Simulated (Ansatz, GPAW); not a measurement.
# Geometry or basis: what sets the conductance of hydroquinonedithiol between two Pt chains, part 2 of 4

Aim: the conductance of hydroquinonedithiol between two Pt chains after relaxation, and whether geometry, basis or functional moves it most.

GPAW 26.7.0 and Ansatz 0.2.0; Ansatz plane waves; relaxation of the junction with the lead ends held (the session's first sound run).

So far. Step 2 (Relaxing the atoms): The relaxation lowered the energy of the cell by 1.92 eV.

## (3) Plane waves, PBE

A plane-wave run comes first: its basis does not favour the atoms, so it serves as the reference for the orbital bases.

This step: Ansatz plane waves; Landauer transmission by layers, zero bias (Ansatz 0.2.0).

input.yaml

```yaml
crystal:
  lattice:
    - [12.5374058408, 0.0, 0.0]
    - [0.0, 9.0, 0.0]
    - [0.0, 0.0, 45.0669201095]
  atoms:
    - { symbol: Pt, position: [0.5, 0.5, 0.0266270692] }
    - { symbol: Pt, position: [0.5, 0.5, 0.0798812076] }
    - { symbol: Pt, position: [0.5, 0.5, 0.133135346] }
    - { symbol: Pt, position: [0.5, 0.5, 0.1863894843] }
    - { symbol: Pt, position: [0.5, 0.5, 0.2396436227] }
    - { symbol: Pt, position: [0.5, 0.5, 0.2928977611] }
    - { symbol: Pt, position: [0.415418946, 0.5165908035, 0.3405029492] }
    - { symbol: Pt, position: [0.478531783, 0.5056498813, 0.391519883] }
    - { symbol: S, position: [0.4011998236, 0.5093553269, 0.4351996772] }
    - { symbol: H, position: [0.6305428794, 0.507074212, 0.457958787] }
    - { symbol: C, position: [0.4627657792, 0.509087434, 0.469738906] }
    - { symbol: C, position: [0.5727497636, 0.5078649571, 0.4760100597] }
    - { symbol: H, position: [0.2688727023, 0.5119568655, 0.469430489] }
    - { symbol: O, position: [0.2829669239, 0.5115968838, 0.4909122439] }
    - { symbol: C, position: [0.3894392727, 0.5101509216, 0.4949227292] }
    - { symbol: C, position: [0.6103902052, 0.5077722368, 0.5049852344] }
    - { symbol: O, position: [0.7168702868, 0.5068800047, 0.5089985056] }
    - { symbol: H, position: [0.730961449, 0.5069909889, 0.5304805653] }
    - { symbol: C, position: [0.4270819705, 0.5095389849, 0.5238981043] }
    - { symbol: C, position: [0.5370669294, 0.5083782779, 0.5301663868] }
    - { symbol: H, position: [0.3692748636, 0.5101074834, 0.5419478681] }
    - { symbol: S, position: [0.5986490075, 0.5072331531, 0.5647036633] }
    - { symbol: Pt, position: [0.5214899081, 0.5051337859, 0.6084045186] }
    - { symbol: Pt, position: [0.5840991688, 0.5186855791, 0.6594477894] }
    - { symbol: Pt, position: [0.5, 0.5, 0.7071022389] }
    - { symbol: Pt, position: [0.5, 0.5, 0.7603563773] }
    - { symbol: Pt, position: [0.5, 0.5, 0.8136105157] }
    - { symbol: Pt, position: [0.5, 0.5, 0.866864654] }
    - { symbol: Pt, position: [0.5, 0.5, 0.9201187924] }
    - { symbol: Pt, position: [0.5, 0.5, 0.9733729308] }
kpoints:
  mp_grid: { grid: [1, 1, 2] }
hamiltonian:
  xc: pbe
scf:
  occupations: { method: fermi_dirac, width: 0.1 }
output:
  transmission:
    leads: [[0, 1]]
    e_range: [-2, 2]
    de: 0.025
    kmesh: [1, 1]
    reduced_basis: true
  write_potential: true
  write_density: true
  volumetric_format: npy
```

On the command line:

```bash
ansatz run input.yaml --threads 4 --pin off --max-ram 8192MiB --backend cpu --events-out ev --progress --plain --runs-dir out
```

Numbers of over 12 decimals in the logs are rounded to 6 here.

The program printed:

```text
[...]
Crystal: 30 atoms, lattice volume = 5085.200 Å³
Basis set: ecut = 420 eV, 99377 PW (Γ)
Bands: 204, of which v1, the nominal top of the filled ones, is band 170 counted from 1 (169 counted from 0)
Symmetry: 1 space group operations
[...]
k-points: 2
[...]
SCF iter   1: F=—  HF=-204835.779749 eV  |F-HF|=—  |Δ(HF+E_count)|=         —  Δρ=1.25e-2  dr2=9.73e1  ethr=1.77e-3  ⟨swp⟩=7.0  Hψ=1572  notcnv=0  defer=23
[...]
SCF iter  12: F=-204834.525223 eV  HF=-204834.525222 eV  |F-HF|=2.36e-7  |Δ(HF+E_count)|=   5.87e-7  Δρ=5.96e-7  dr2=3.82e-8  ethr=2.94e-11  ⟨swp⟩=22.0  Hψ=1415  notcnv=0
SCF 1 converged in 12 iterations: F = -204834.525223 eV  dr2 = 3.82e-8
[...]
transmission: 8 of 79 steps passed
transmission: 16 of 79 steps passed
[...]
transmission: 79 of 79 steps passed
WARN: The output density's exchange-correlation potential varies sharply where the density is thin. Do not read a vacuum level from v_tot or v_xc, or from such a field of the output density. On a cell that repeats whose density bears no net charge and no dipole along the vacuum's axis use v_es (v_loc + v_h of the components); under efield.dipole_correction with no amplitude use v_es + v_field, which holds any externa [...]
SCF converged after 12 iterations
Free energy (F): -204834.525223 eV
[...]
Internal energy: -204833.475277 eV  (E = F + TS)
E sigma→0 (E₀):  -204834.000250 eV
Entropy (-TS):   -1.049946 eV (-34.998 meV/atom)
Fermi energy:    -4.258628 eV
[...]
--- Band table (eV) ---
  k-point 0: bands = [... 166 lower, -4.5524, -4.3553, -4.3269, -4.3154, -4.2854, -4.1602, -4.1234, -4.0000, ... 30 higher]
  k-point 1: bands = [... 166 lower, -4.4627, -4.4527, -4.3529, -4.3145, -4.2947, -4.1234, -4.0878, -4.0001, ... 30 higher]
--- Transmission ---
  basis      : 983 plane waves across, 79 finite elements along
  points     : 1, standing for a mesh of 1 x 1
  filling    : by the input's occupations and mesh, since the crystals that have channels conduct as metals do. If one of these is a semiconductor, that mesh has misplaced its level
  energies   : 161 from -2.000000 to 2.000000 eV about the Fermi level, 0.025000 eV apart; the leads are filled to 0.000000 eV, and channels, transmission and decay are at 0.000000 eV
  crystal 0  : Pt1, at the sites [0, 1], period 2.4000 Å, over 28.80 Å; its Hamiltonian steps by up to 5.1 meV
    offset         : up to 0.0000 Å between an atom of the period and one for which it stands
    filled         : 6.6 meV under the level at which it is neutral
    channels       : 4.000000e0 a spin
    conductance    : 2.7467e14 S/m² at 300 K; may be off by some 0.0 % by where its bands' edges are placed, 0.0 % from the distance to neutral
  junction   : crystal 0 to crystal 0, 0.70 to 43.36 Å
    transmission   : 3.347723e-1 a spin
    conductance    : 2.4755e13 S/m² at 300 K (2.4745e13 on every other energy)
    error estimate : 0.0 % from the energy spacing and 0.0 % from band edges of the leads and from resonances (wavevectors taken as independent; lower de), 7.0 % from the steps of its leads' Hamiltonians or their offsets (lay more layers), 4.4 % from the distance to neutral
    resistance     : 3.6755e-2 Ω µm² beyond half of each lead's own
```

Run time: 3.4 h. Hardware: 4 threads of Arm Neoverse N1, shared host; peak memory 6.8 GiB.

This step gave:

- free energy: -204834.5252 eV
- lead level: 0 eV from the Fermi level
- transmission at the Fermi level (one spin): 0.3348
- open channels of the lead at the Fermi level (one spin): 4
- step of the potential along the lead: 5.1 meV
- offset of the lead: 0 Å
- filling of the lead less its bulk value, in size: 6.6 meV
- conductance: 0.3605 G₀

One spin. The transmission, zone mean by energy, zero at the Fermi level:

```csv
energy (eV),"transmission, zone mean"
-2.000,0.910
-1.900,0.898
-1.800,0.879
-1.700,0.838
-1.600,0.731
-1.500,0.579
-1.400,0.418
-1.300,0.136
-1.200,0.0631
-1.100,0.113
-1.050,0.146
-1.000,0.142
-0.900,0.138
-0.800,0.0160
-0.700,1.00
-0.600,1.01
-0.500,0.809
-0.400,0.819
-0.325,1.01
-0.300,0.993
-0.200,1.00
-0.100,0.715
0.000,0.335
0.100,0.192
0.200,0.153
0.300,0.179
0.400,0.411
0.475,0.982
0.500,0.649
0.600,0.0591
0.700,0.0127
0.800,0.00341
0.900,0.00146
1.000,9.8e-4
1.100,7.4e-4
1.200,5.8e-4
1.300,4.8e-4
1.400,4.1e-4
1.500,3.6e-4
1.600,3.1e-4
1.700,2.7e-4
1.800,2.4e-4
1.900,2.0e-4
2.000,1.6e-4
```

One spin. Table of open channels, zone mean by energy, zero at the Fermi level:

```csv
energy (eV),"open channels, zone mean"
-2.000,3
-1.900,3
-1.800,3
-1.700,3
-1.600,3
-1.500,4
-1.400,6
-1.300,6
-1.200,6
-1.100,6
-1.000,6
-0.900,6
-0.800,6
-0.700,6
-0.600,6
-0.500,6
-0.400,4
-0.300,4
-0.200,4
-0.100,4
0.000,4
0.100,4
0.200,4
0.300,4
0.400,3
0.500,3
0.600,3
0.700,3
0.800,1
0.900,1
1.000,1
1.100,1
1.200,1
1.300,1
1.400,1
1.500,1
1.600,1
1.700,1
1.800,1
1.900,1
2.000,1
```

Crystal 0, spin -, k parallel (0, 0); distinct values, listed up to 1.5 1/Å. The Im kz of the slowest decaying states by energy, zero at the Fermi level:

```csv
energy (eV),decay 1 (Å⁻¹),decay 2 (Å⁻¹),decay 3 (Å⁻¹),decay 4 (Å⁻¹)
-2.000,0.387,0.613,0.613,1.37
-1.800,0.275,0.502,0.502,1.35
-1.600,0.0183,0.344,0.344,1.33
-1.400,1.31,1.34,1.38,1.46
-1.200,1.29,1.32,1.36,1.44
-1.000,1.27,1.30,1.34,1.42
-0.800,1.25,1.28,1.32,1.40
-0.600,1.23,1.26,1.30,1.39
-0.400,0.107,0.107,1.21,1.24
-0.200,0.352,0.352,1.19,1.22
0.000,0.471,1.17,1.20,1.24
0.200,0.555,0.555,1.15,1.18
0.400,0.137,0.621,1.13,1.16
0.600,0.239,0.674,1.10,1.14
0.800,0.0106,0.0228,0.306,0.719
1.000,0.114,0.115,0.358,0.758
1.200,0.155,0.156,0.401,0.791
1.400,0.182,0.183,0.437,0.821
1.600,0.201,0.202,0.468,0.847
1.800,0.215,0.216,0.495,0.871
2.000,0.223,0.224,0.518,0.892
```

Crystal 0, spin -, k parallel (0, 0). Table of Re kz of states that move upwards by energy, zero at the Fermi level:

```csv
energy (eV),channel 1 (Å⁻¹),channel 2 (Å⁻¹),channel 3 (Å⁻¹),channel 4 (Å⁻¹),channel 5 (Å⁻¹),channel 6 (Å⁻¹)
-2.000,-0.641,-0.640,0.727,-,-,-
-1.800,-0.601,-0.600,0.747,-,-,-
-1.600,-0.563,-0.562,0.768,-,-,-
-1.400,-0.525,-0.524,0.166,0.166,0.277,0.790
-1.200,-0.488,-0.487,0.393,0.437,0.437,0.813
-1.000,-0.451,-0.450,0.482,0.616,0.616,0.839
-0.800,-0.415,-0.414,0.557,0.781,0.781,0.868
-0.600,-0.378,-0.377,0.622,0.902,0.962,0.962
-0.400,-0.341,-0.340,0.678,0.943,-,-
-0.200,-0.303,-0.302,0.725,0.995,-,-
0.000,-0.264,-0.263,0.765,1.06,-,-
0.200,-0.222,-0.221,0.798,1.17,-,-
0.400,-0.176,-0.175,0.826,-,-,-
0.600,-0.120,-0.119,0.851,-,-,-
0.800,0.874,-,-,-,-,-
1.000,0.894,-,-,-,-,-
1.200,0.914,-,-,-,-,-
1.400,0.932,-,-,-,-,-
1.600,0.950,-,-,-,-,-
1.800,0.968,-,-,-,-,-
2.000,0.985,-,-,-,-,-
```

The electrostatic potential energy of an electron (with the applied field's), less the Fermi level, planar mean oscillates, so the rows of the table below give means over windows of 2.25 Å about each position, cut where the curve ends. Its first 14 maxima inside the range that stand out by 2 % of the span (Å: eV): 2.4: 5.83, 4.8: 5.82, 7.2: 5.80, 9.6: 5.76, 12.0: 5.71, 14.2: 5.43, 16.5: 5.41, 18.7: 5.07, 20.4: 4.57, 21.8: 3.72, 23.2: 3.72, 24.6: 4.57, 26.3: 5.08, 28.6: 5.41. Its first 14 minima: 1.3: 4.42, 3.7: 4.41, 6.1: 4.40, 8.5: 4.36, 10.8: 4.33, 13.2: 4.24, 15.4: 4.14, 17.6: 3.99, 19.7: 4.34, 21.3: 3.42, 22.5: 3.21, 23.8: 3.43, 25.4: 4.34, 27.5: 3.99.

Electrostatic potential energy of an electron (with the applied field's), less the Fermi level, planar mean against z; means over each step:

z (Å), electrostatic potential energy of an electron (with the applied field's), less the Fermi level, planar mean (eV) and a bar from the least value:
```
     1.12       5.09 ##############################
     3.38       5.09 ##############################
     5.62       5.10 ##############################
     7.88       5.08 ##############################
    10.12       5.07 #############################
    12.38       5.03 ############################
    14.62       4.76 #######################
    16.88       4.72 ######################
    19.12       4.62 ###################
    21.38       3.79 #
    23.62       3.76 
    25.88       4.63 ####################
    28.12       4.72 ######################
    30.38       4.77 #######################
    32.62       5.02 ############################
    34.88       5.06 #############################
    37.12       5.08 ##############################
    39.38       5.09 ##############################
    41.62       5.09 ##############################
    43.88       5.07 #############################
```

The valence density, planar mean oscillates, so the rows of the table below give means over windows of 2.39 Å about each position, cut where the curve ends. Its first 14 maxima inside the range that stand out by 2 % of the span (Å: e/Å³): 1.3: 0.141, 3.7: 0.141, 6.1: 0.142, 8.5: 0.142, 10.8: 0.142, 13.2: 0.143, 15.4: 0.142, 17.6: 0.142, 22.3: 0.122, 22.8: 0.122, 27.5: 0.142, 29.7: 0.142, 31.8: 0.143, 34.2: 0.142. Its first 14 minima: 2.4: 0.0162, 4.8: 0.0161, 7.2: 0.0162, 9.6: 0.0162, 12.0: 0.0163, 14.2: 0.0219, 16.5: 0.0175, 18.7: 0.0232, 22.5: 0.118, 26.3: 0.0232, 28.6: 0.0175, 30.8: 0.0219, 33.1: 0.0163, 35.5: 0.0162.

Valence density, planar mean against z; means over each step:

```csv
z (Å),"valence density, planar mean (e/Å³)"
1.20,0.0667
3.58,0.0667
5.97,0.0667
8.36,0.0667
10.75,0.0667
13.14,0.0677
15.53,0.0681
17.92,0.0695
20.31,0.0452
22.70,0.104
25.09,0.0381
27.48,0.0684
29.87,0.0690
32.26,0.0671
34.65,0.0667
37.04,0.0666
39.43,0.0667
41.82,0.0666
44.21,0.0788
```

The largest of the program's own error estimates on the conductance is 7 %. T at the Fermi level is 0.335 of 4 open channels a spin, without spin-orbit coupling, which is large for these atoms.

(Part 2 of 4 ends here.)

[Logs are printed without paths, hosts, clocks, repeated set-up lines and the standing remarks that a program may print on its own settings, such as how far it seeks lower states.]

[Hosts, paths, dates, database ids (printed as entryN), source tags and the programs' standing remarks are cut or masked in the printed files.]
